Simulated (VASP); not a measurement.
Input of a VASP 6.6.1 run:

File INCAR:

```
PREC = Accurate ; ENCUT = 520
EDIFF = 1E-6 ; ISMEAR = 0
SIGMA = 0.1 ; LREAL = False
LASPH = True ; NELM = 100
ALGO = Fast ; ISIF = 2
LWAVE = False ; LCHARG = True
LDIPOL = True ; IDIPOL = 3
DIPOL = 0.5 0.5 0.500 ; GGA = PE
LELF = True ; LVHAR = True
LVACPOTAV = True ; NBANDS = 25
```

KPOINTS

```
regular mesh
0
Gamma
  12 12 1
```

POSCAR

```
Zr
1.0
    3.2327898558      0.0000000000      0.0000000000
   -1.6163949279      2.7996781402      0.0000000000
    0.0000000000      0.0000000000     20.1691199317
Zr
3
Direct
    0.3333333333      0.6666666667      0.3767107671
    0.6666666667      0.3333333333      0.5000000174
    0.3333333333      0.6666666667      0.6232892155
```

Potentials or basis: VASP PAW PBE potentials, release 64 (Zr_sv).

Launch:

```console
$ cat potpaw_PBE.64/Zr_sv/POTCAR > POTCAR
$ mpirun -np 1 vasp_std > vasp.out
```

Problem. Predict the work function of the lower face.

Solution. 4.21 eV.

Problem. What does it give for the work function of the upper face?

Solution. 4.21 eV.

Problem. Predict the band gap on the k mesh.

Solution. None (metal or under the smearing width).
